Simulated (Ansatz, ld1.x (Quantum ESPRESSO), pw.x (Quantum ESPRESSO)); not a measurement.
What a changed setting does to a pw.x run (fcc Sb)

Potential: ultrasoft, ld1.x (Quantum ESPRESSO) 7.5, PBE; core [Kr] 4d10, reference 5s2 5p3; waves: 5s (bound): rcut 1.70, rcutus 1.95 bohr; 5s channel at -0.6 Ry: rcut 1.70, rcutus 1.95 bohr; 5p (bound): rcut 2.60, rcutus 2.85 bohr; 5p channel at 0.5 Ry: rcut 2.60, rcutus 2.85 bohr; 5d channel at 0.15 Ry: rcut 2.45, rcutus 2.92 bohr; local part: all-electron potential smoothed inside 2.20 bohr (lloc = -2); core correction: none; augmentation: built from norm-conserving waves at rcut, not smoothed further.

The reference run (k-mesh 12³, cutoffs 40/600 Ry, Fermi–Dirac 0.01 Ry, mixing_beta 0.4, conv_thr 1e-9, no spin) gives 0.13 GPa at 27.596 Å³/atom, where all-electron LAPW gives -0.00 GPa. This run, with its own iteration cap, changes k-mesh points per axis to 8.

```
&control
  calculation='scf', prefix='x', pseudo_dir='./', outdir='./tmp', tstress=.true., disk_io='none'
/
&system
  ibrav=0, nat=1, ntyp=1, ecutwfc=40, ecutrho=600, nbnd=9,
  occupations='smearing', smearing='fd', degauss=0.01
/
&electrons
  conv_thr=1e-09, mixing_beta=0.4, electron_maxstep=50
/
ATOMIC_SPECIES
Sb 1.0 Sb.UPF
CELL_PARAMETERS angstrom
  0.00000000 2.39849443 2.39849443
  2.39849443 0.00000000 2.39849443
  2.39849443 2.39849443 0.00000000
ATOMIC_POSITIONS crystal
Sb 0.0000 0.0000 0.0000
K_POINTS automatic
8 8 8 0 0 0
```

```bash
pw.x < Sb.scf.in > Sb.scf.out
```

**Question.** How does the run end?

**Answer.** It converges in 6 iterations; the free energy moves by +3.3 meV/atom and the pressure by +0.04 GPa.

```
Message from routine setup:
     using ibrav=0 with symmetry is DISCOURAGED, use correct ibrav instead
     lattice parameter (alat)  =       6.4099  a.u.
     unit-cell volume          =     186.2270 (a.u.)^3
     number of electrons       =         5.00
     number of Kohn-Sham states=            9
     kinetic-energy cutoff     =      40.0000  Ry
     charge density cutoff     =     600.0000  Ry
     scf convergence threshold =      1.0E-09
     Exchange-correlation= PBE
     number of k points=    29  Fermi-Dirac smearing, width (Ry)=  0.0100
     iteration #  1     ecut=    40.00 Ry     beta= 0.40
     total energy              =     -11.07040123 Ry
     estimated scf accuracy    <       0.00172845 Ry
     iteration #  2     ecut=    40.00 Ry     beta= 0.40
     total energy              =     -11.07031590 Ry
     estimated scf accuracy    <       0.00052739 Ry
     iteration #  3     ecut=    40.00 Ry     beta= 0.40
     total energy              =     -11.07034292 Ry
     estimated scf accuracy    <       0.00000242 Ry
     iteration #  4     ecut=    40.00 Ry     beta= 0.40
     total energy              =     -11.07034324 Ry
     estimated scf accuracy    <       0.00000006 Ry
     iteration #  5     ecut=    40.00 Ry     beta= 0.40
     total energy              =     -11.07034326 Ry
     estimated scf accuracy    <       0.00000002 Ry
     iteration #  6     ecut=    40.00 Ry     beta= 0.40
     the Fermi energy is     7.6762 ev
!    total energy              =     -11.07034326 Ry
     estimated scf accuracy    <          1.0E-10 Ry
     smearing contrib. (-TS)   =      -0.00327309 Ry
     The total energy is F=E-TS. E is the sum of the following terms:
     one-electron contribution =       4.17575951 Ry
     hartree contribution      =       0.17070113 Ry
     xc contribution           =      -2.76911680 Ry
     ewald contribution        =     -12.64441400 Ry
     convergence has been achieved in   6 iterations
          total   stress  (Ry/bohr**3)                   (kbar)     P=        1.69
     Message from routine punch:
     Nothing written, as per user request (disk_io='none')
```

The run took about 3.6 s on one core of a shared host (Neoverse-V2, 96 threads, 742 GiB, load 42).
